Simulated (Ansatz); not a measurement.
**Equation of state of KTaO3 under r2SCAN+D4**

```yaml
crystal:
  lattice:
    - [3.98830, 0.00000, 0.00000]
    - [0.00000, 3.98830, 0.00000]
    - [0.00000, 0.00000, 3.98830]
  atoms:
    - { symbol: Ta, position: [0.00000, 0.00000, 0.00000] }
    - { symbol: K, position: [0.50000, 0.50000, 0.50000] }
    - { symbol: O, position: [0.00000, 0.00000, 0.50000] }
    - { symbol: O, position: [0.00000, 0.50000, 0.00000] }
    - { symbol: O, position: [0.50000, 0.00000, 0.00000] }
```

The cell was scaled at fixed shape and fractions and run with Ansatz, Ansatz PAW, cutoff 500 eV; r2SCAN+D4, k mesh 7 × 7 × 7 on the cell of 5 atoms, fermi-dirac occupations of 0.05 eV, no spin polarisation, no spin-orbit coupling. The potentials were made for PBE. Energies are those that the program minimises, any entropy of the smearing included.

| V (Å³/atom) | energy over the lowest row (meV/atom) |
| --- | --- |
| 11.9267 | 30.92 |
| 12.1805 | ? |
| 12.4342 | 2.65 |
| 12.6880 | 0.00 |
| 12.9418 | 3.96 |
| 13.1955 | 13.86 |
| 13.4493 | 29.08 |

Fit the third-order Birch-Murnaghan form, give V0, B0 and B′, and predict the energy left open.

With y = (V0/V)^(2/3), E = E0 + (9 V0 B0/16) [(y - 1)³ B′ + (y - 1)² (6 - 4y)]. Least squares through the rows shown give V0 = 12.6584 Å³/atom, E0 = -0.05 meV, B0 = 210.7 GPa (1 eV/Å³ = 160.218 GPa) and B′ = 4.42, with a largest miss of 0.01 meV. At V = 12.1805 the form with these constants gives 12.67 meV; the run gave 12.69 meV an atom. Measured volume: 12.69 Å³/atom (arxiv:2208.05712), so the fit lies -0.2 % from it. The runs are for a static lattice.
